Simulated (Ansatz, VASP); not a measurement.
AlN: VASP beside Ansatz

```xyz
2
Lattice="0.0000 1.9714 1.9714 1.9714 0.0000 1.9714 1.9714 1.9714 0.0000" Properties=species:S:1:pos:R:3 pbc="T T T"
Al    0.0000    0.0000    0.0000
N     1.9714    1.9714    1.9714
```

Change from the starting cell: volume scaled by 0.99.

Alike in both runs: task single point; functional LDA; k mesh 12 × 12 × 12; occupations fermi-dirac, width 0.01 eV; no spin polarisation.

```csv
,VASP,Ansatz
version,VASP 6.6.1,Ansatz 0.2.0
potentials or method,"VASP PAW LDA potentials, release 64 (Al, N), cutoff 520 eV","all-electron LAPW, scalar-relativistic"
```

|  | VASP | Ansatz | Ansatz less VASP |
| --- | --- | --- | --- |
| gap on the k mesh at the Fermi level (eV) | 5.05 | 5.07 | +0.022 |
| pressure (GPa) | 16.6 | 15.8 | -0.82 |

Ansatz ran all-electron here, so the differences hold the error of VASP's frozen core and of both bases.

Caveats: so large a pressure means that the cell lies far from this level's equilibrium, or that cutoff or potentials fall short (VASP). A k mesh can miss the band edges.
